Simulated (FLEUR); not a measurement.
**KF (Carobbiite) under changes of volume**

One of the cells (19.074 Å³/atom); the others are scaled copies at fixed shape and fractional positions:

```
K F
1.0
     0.00000    2.67185    2.67185
     2.67185    0.00000    2.67185
     2.67185    2.67185    0.00000
K F
1 1
Direct
  0.00000 0.00000 0.00000
  0.50000 0.50000 0.50000
```

- Program: FLEUR MaX-R8.1 (later development tree)
- Functional: LDA
- Potentials or basis: all-electron
- Basis: FLAPW
- Kmax: 4.1 1/bohr
- k mesh: 9 × 9 × 9
- Occupations: fermi-dirac, width 0.05 eV
- Spin: no spin polarisation

```tsv
volume (Å³/atom)	energy over the lowest point (meV/atom)	gap on the mesh (eV)
17.929	0.00	6.13
18.311	4.79	6.01
19.074	18.99	5.80
19.837	37.95	5.61
20.218	?	?
```

**Question.** What does the run at 20.218 Å³/atom give?

**Answer.** Energy over the lowest point 48.89 meV/atom; gap on the mesh 5.52 eV.

Worked out: A Birch-Murnaghan fit of order 2 (a polynomial in V^(-2/3)) to the other rows has no minimum within the range. It gives 48.97 meV/atom at 20.218 Å³/atom, against the run's 48.89. A straight line through the other rows of the gap, of slope -5.12 eV per unit of ln V (its deformation potential), extrapolates to 5.51 eV, against the run's 5.52.

Energies are extrapolated to zero smearing.

Caveats: an odd mesh through Γ misses points on the zone boundary, where band edges often lie.
